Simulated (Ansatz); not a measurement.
A series in volume scale on ZrS2

Results calculated with Ansatz 0.2.0, not measured. Free energy against uniform scaling of the volume at fixed shape and fractions; periodic cell, basis, potentials, k mesh and filling as listed.

The cell before it is scaled or strained (space group P-3m1, No. 164):
```
cell vectors (Å)
   3.7036     0.0000     0.0000
  -1.8518     3.2075     0.0000
   0.0000     0.0000     6.0611
atoms (fractions of the cell vectors)
Zr  0.00000  0.00000  0.00000
S   0.66667  0.33333  0.76209
S   0.33333  0.66667  0.23791
```

Settings of every row: functional PBE; dispersion none; potentials PAW; wave cutoff 517.02 eV; density cutoff 2068.1 eV; k mesh 6x6x4; k shift 0x0x0; occupations fixed; smearing width 0 eV; spin none.

Limits: a layered crystal: even scaling strains the bonds within the layers, so this curve is stiffer than the crystal under pressure; the cell comes from a prototype or a list of computed structures and needn't be the stable phase.

| row | volume scale | V (Å³/atom) | energy above lowest point (meV/atom) |
| --- | --- | --- | --- |
| 1 | 0.9406 | 22.575 | 22.2 |
| 2 | 0.9703 | 23.288 | 4.4 |
| 3 | 1 | 24.001 | 0 |
| 4 | 1.0297 | 24.713 | ? |
| 5 | 1.0594 | 25.426 | 23.8 |

Question: what energy above lowest point should row 4 give?

Worked fit of energy above lowest point. Take u = (V_r/V)^(2/3) − 1 with V_r = 23.645 Å³ an atom, which is twice the finite (Eulerian) strain; such expansions in the strain, on which the Birch-Murnaghan equation of state is built, carry the rest volume and the bulk modulus. The shown rows have u = 0.03135, 0.01019, -0.00991, -0.04726. Least squares give energy above lowest point = 0.66 + 217.5 × u + 14965 × u² meV/atom; a straight line predicts inner rows, each left out in turn, worse (root mean square 15 against 0.064 meV/atom). All shown rows lie on it to the printed digit. Its lowest point lies at u = -0.0073, or V = 23.91 Å³ an atom, and the curvature there gives the bulk modulus at fixed shape and fractions, B = (4/9)(1 + u)² E″(u)/V = 87.9 GPa. Letting shape and atoms relax would as a rule lower it, by much in layered, chain or molecular crystals. The withheld row has u = -0.02902, so the fit gives 0.66 + 217.5 × (-0.02902) + 14965 × (-0.02902)² = 7.0 meV/atom.

The calculation gave 7 meV/atom. The fit meets it to the printed digit.
